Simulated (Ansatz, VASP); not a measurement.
# CaSe: VASP beside Ansatz

```
Se Ca
1.0
     0.00000    2.95600    2.95600
     2.95600    0.00000    2.95600
     2.95600    2.95600    0.00000
Se Ca
1 1
Direct
  0.49730 0.48503 0.49987
  0.00519 0.00562 0.99299
```

Change from the starting cell: atoms moved at random, drawn with an rms of 0.05 Å.

Alike in both runs: task single point; functional PBE; k mesh 8 × 8 × 8; occupations fermi-dirac, width 0.05 eV; no spin polarisation.

|  | VASP | Ansatz |
| --- | --- | --- |
| version | VASP 6.6.1 | Ansatz 0.2.0 |
| potentials or method | VASP PAW PBE potentials, release 64 (Se, Ca_sv) | Ansatz PAW |
| plane-wave cutoff (eV) | 520 | 420 |
| valence electrons in the cell | 16 | 26 |

Ansatz gave:

| Quantity | Value |
| --- | --- |
| gap on the k mesh at the Fermi level (eV) | 2.05 |
| least direct gap on the mesh (eV) | 2.97 |
| pressure (GPa) | 1.3 |
| largest component of the traceless stress (GPa) | 0.28 |
| rms of the force components (eV/Å) | 0.170 |

Problem. Estimate VASP's values.

Solution. gap on the k mesh at the Fermi level (eV): 2.04; least direct gap on the mesh (eV): 2.96; pressure (GPa): 1.5; largest component of the traceless stress (GPa): 0.28; rms of the force components (eV/Å): 0.173.

Atom by atom the forces differ by 0.003 eV/Å (rms over components). The functional is the same, so the differences come from potentials, cutoffs and numerics. The two sets of potentials don't hold the same shells in valence.

A k mesh can miss the band edges.
